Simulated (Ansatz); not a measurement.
# Preparing InP (F-43m) as a host crystal

Aim: the runs on the perfect crystal InP (F-43m) that a defect calculation needs first.

Method: plane-wave PAW DFT, r2SCAN; relaxation of the host's cell and atoms; PAW set soft_1, in the first sound run; inputs show where later runs differ, in Ansatz 0.2.0.

This is a report of a sequence of runs, with most program output left out.

In doubt: the program warns that the response may not be converged on this k-mesh (step 3), which bears on dielectric and field responses.

**1. Starting point**

Symmetry: F-43m, No. 216, cubic system. The conventional cell has a = 5.880 Å, b = 5.880 Å, c = 5.880 Å, α = 90.00°, β = 90.00°, γ = 90.00°. Nearest to In lie 4 P at 2.55 Å. Nearest to P lie 4 In at 2.55 Å. Farther neighbours are not listed.

**2. Host cell relaxation**

Lattice and positions are set free, within the symmetry that the program keeps.

Input file cell/input.yaml:

```yaml
crystal:
  lattice:
    - [0.0, 2.94, 2.94]
    - [2.94, 0.0, 2.94]
    - [2.94, 2.94, 0.0]
  atoms:
    - { symbol: In, position: [0.0, 0.0, 0.0] }
    - { symbol: P, position: [0.25, 0.25, 0.25] }
basis:
  ecutwfc: 500
  xc_grid: 2
hamiltonian:
  xc: r2scan
  pseudopotentials: { kind: paw, azcp: { folder: soft_1 } }
kpoints:
  mp_grid: { grid: [8, 8, 8] }
scf:
  occupations: { method: fixed }
  max_iter: 100
relax:
  f_tol: 0.005
  max_steps: 60
  cell: {}
output:
  forces: true
  stress: true
checkpoint:
  write: "../cell.run"
  compress: false
  write_wavefunctions: false
  write_every: 100000
```

Launch:

```bash
ansatz run input.yaml --threads 32 --pin off --max-ram 84787MiB --backend cuda --events-out ev --progress --plain --runs-dir out --max-vram 78GiB
```

Wall time 3.6 s (1 × NVIDIA GB200 with 32 threads of Arm Neoverse V2, shared host); peak memory 1.1 GiB.

The steps of the relaxation:

| step | energy less that of the first step (eV) | largest force component (eV/Å) | pressure (GPa) | volume (Å³) |
| --- | --- | --- | --- | --- |
| 1 | 0.0000 | 0.0000 | 0.98 | 50.82 |
| 2 | -0.0020 | 0.0000 | -0.21 | 51.70 |
| 3 | -0.0021 | 0.0000 | 0.00 | 51.54 |
| 4* | -0.0022 | 0.0000 | 0.00 | 51.54 |

Relaxation steps marked * repeat the geometry before them on a plane-wave basis chosen anew for their cell, so energy and pressure can jump there.

Forces are held to the 24 operations that the run works with; a distortion that breaks them can't arise in this run.

| conventional cell, symmetrised | before | after | change |
| --- | --- | --- | --- |
| a (Å) | 5.880 | 5.908 | +0.5 % |
| b (Å) | 5.880 | 5.908 | +0.5 % |
| c (Å) | 5.880 | 5.908 | +0.5 % |
| volume (Å³/atom) | 25.41 | 25.77 | +1.4 % |

The relaxed structure:

```xyz
2
Lattice="0.0000 2.9538 2.9538 2.9538 0.0000 2.9538 2.9538 2.9538 0.0000" Properties=species:S:1:pos:R:3 pbc="T T T"
In    0.0000    0.0000    0.0000
P     1.4769    1.4769    1.4769
```

Numbers from this step:

```yaml
pressure: -0.004416 GPa
```

The relaxation ends with a pressure of 0.00 GPa.

**3. Dielectric tensors of the host**

The response to a uniform electric field gives the electronic dielectric tensor.

This step: plane-wave PAW DFPT, PBEsol; dielectric tensors, Born charges and zone-centre modes of the host; PAW set soft_1 (Ansatz 0.2.0).

Input file eps/input.yaml:

```yaml
crystal:
  lattice:
    - [0.0, 2.953777328, 2.953777328]
    - [2.953777328, 0.0, 2.953777328]
    - [2.953777328, 2.953777328, 0.0]
  atoms:
    - { symbol: In, position: [0.0, 0.0, 0.0] }
    - { symbol: P, position: [0.25, 0.25, 0.25] }
basis:
  ecutwfc: 420
hamiltonian:
  xc: pbesol
  pseudopotentials: { kind: paw, azcp: { folder: soft_1 }, xc_functional: pbe }
kpoints:
  mp_grid: { grid: [7, 7, 7] }
scf:
  occupations: { method: fixed }
  max_iter: 100
phonons:
  method: dfpt
  dielectric: true
  rigid_motions: translations
```

Elapsed: 8.4 s, on 1 × NVIDIA GB200 with 32 threads; peak memory 1.4 GiB; 50 s of CPU time.

Electronic dielectric tensor:

```
11.88  0.00  0.00
 0.00 11.88  0.00
 0.00  0.00 11.88
```

Static dielectric tensor:

```
14.87  0.00  0.00
 0.00 14.87  0.00
 0.00  0.00 14.87
```

The electronic dielectric tensor is isotropic, 11.88. The static dielectric tensor is isotropic, 14.87.

**4. Host on a dense mesh**

This step: plane-wave PAW DFT, r2SCAN; single point of the defect-free host, a test of the k-point sampling; PAW set soft_1 (Ansatz 0.2.0).

Input file dense/input.yaml:

```yaml
crystal:
  lattice:
    - [0.0, 2.953777328, 2.953777328]
    - [2.953777328, 0.0, 2.953777328]
    - [2.953777328, 2.953777328, 0.0]
  atoms:
    - { symbol: In, position: [0.0, 0.0, 0.0] }
    - { symbol: P, position: [0.25, 0.25, 0.25] }
basis:
  ecutwfc: 500
  xc_grid: 2
hamiltonian:
  xc: r2scan
  pseudopotentials: { kind: paw, azcp: { folder: soft_1 } }
kpoints:
  mp_grid: { grid: [8, 8, 8] }
scf:
  occupations: { method: fermi_dirac, width: 0.01 }
  max_iter: 100
  lower_state_search: "off"
checkpoint:
  write: "../dense.run"
  compress: false
  write_wavefunctions: false
  write_every: 100000
```

Run time: 2.1 s. Hardware: 1 × NVIDIA GB200 with 32 threads; peak memory 1.1 GiB.

**5. Defect free supercell at the zone centre**

The supercell is run at the zone centre, to see how far that sampling misses the dense mesh.

System of this step: InP (F-43m). The cell holds 54 atoms: 27 In and 27 P. Cell: a = 12.532 Å, b = 12.532 Å, c = 12.532 Å, α = 60.0°, β = 60.0°, γ = 60.0°.

Input file pristine.sampling_gamma/input.yaml:

```yaml
crystal:
  lattice:
    - [0.0, 8.8613319841, 8.8613319841]
    - [8.8613319841, 0.0, 8.8613319841]
    - [8.8613319841, 8.8613319841, 0.0]
  atoms:
    - { symbol: In, position: [0.0, 0.0, 0.0] }
    - { symbol: P, position: [0.0833333333, 0.0833333333, 0.0833333333] }
    - { symbol: In, position: [0.0, 0.0, 0.3333333333] }
    - { symbol: P, position: [0.0833333333, 0.0833333333, 0.4166666667] }
    - { symbol: In, position: [0.0, 0.0, 0.6666666667] }
    - { symbol: P, position: [0.0833333333, 0.0833333333, 0.75] }
    - { symbol: In, position: [0.0, 0.3333333333, 0.0] }
    - { symbol: P, position: [0.0833333333, 0.4166666667, 0.0833333333] }
[... 42 atom lines left out ...]
    - { symbol: In, position: [0.6666666667, 0.6666666667, 0.3333333333] }
    - { symbol: P, position: [0.75, 0.75, 0.4166666667] }
    - { symbol: In, position: [0.6666666667, 0.6666666667, 0.6666666667] }
    - { symbol: P, position: [0.75, 0.75, 0.75] }
basis:
  ecutwfc: 500
  xc_grid: 2
hamiltonian:
  xc: r2scan
  pseudopotentials: { kind: paw, azcp: { folder: soft_1 } }
kpoints:
  mp_grid: { grid: [1, 1, 1] }
scf:
  occupations: { method: fermi_dirac, width: 0.01 }
  max_iter: 100
  lower_state_search: "off"
checkpoint:
  write: "../pristine.sampling_gamma.run"
  compress: false
  write_wavefunctions: false
  write_every: 100000
```

Run time: 3.6 s. Hardware: 1 × NVIDIA GB200 with 32 threads; peak memory 1.3 GiB; 3.3 s of CPU time.

**6. Defect free supercell at the quarter point**

The supercell is run at one point off the zone centre, to see how far that sampling misses the dense mesh.

pristine.sampling_quarter/input.yaml, as its differences from pristine.sampling_gamma/input.yaml of step 5:

```diff
@@ -67,3 +67,3 @@
 kpoints:
-  mp_grid: { grid: [1, 1, 1] }
+  mp_grid: { grid: [1, 1, 1], shift: [0.25, 0.25, 0.25] }
 scf:
@@ -73,3 +73,3 @@
 checkpoint:
-  write: "../pristine.sampling_gamma.run"
+  write: "../pristine.sampling_quarter.run"
   compress: false
```

The job ended after 3.4 s (1 × NVIDIA GB200 with 32 threads; peak memory 1.5 GiB; 3.4 s of CPU time).

**7. Results**

| Property | Result |
| --- | --- |
| primitive cell vectors, lengths | 4.177, 4.177, 4.177 Å |
| electronic dielectric constant | 11.88 |
| static dielectric constant | 14.87 |
| gap on the k-mesh of the response run (PBEsol) | 0.49 eV |
| energy an atom at the zone centre alone less that on the dense mesh | 0.186 eV |
| energy an atom at one point at (¼, ¼, ¼) less that on the dense mesh | 0.084 eV |

What this shows: Step 2: The cell grew by 1.4 % in volume. The k-mesh can miss the band edges, so this gap is an upper bound at this level. All at zero temperature.

[Logs are printed without paths, hosts, clocks, repeated set-up lines and the standing remarks that a program may print on its own settings, such as how far it seeks lower states.]

[Hosts, paths, dates, database ids (printed as entryN), source tags and the programs' standing remarks are cut or masked in the printed files.]

[Runs of the host that timed out are not shown.]

[For some hosts the program warned that the k-mesh of the response run may be too coarse for force constants and the static dielectric constant; such warnings are not always shown.]
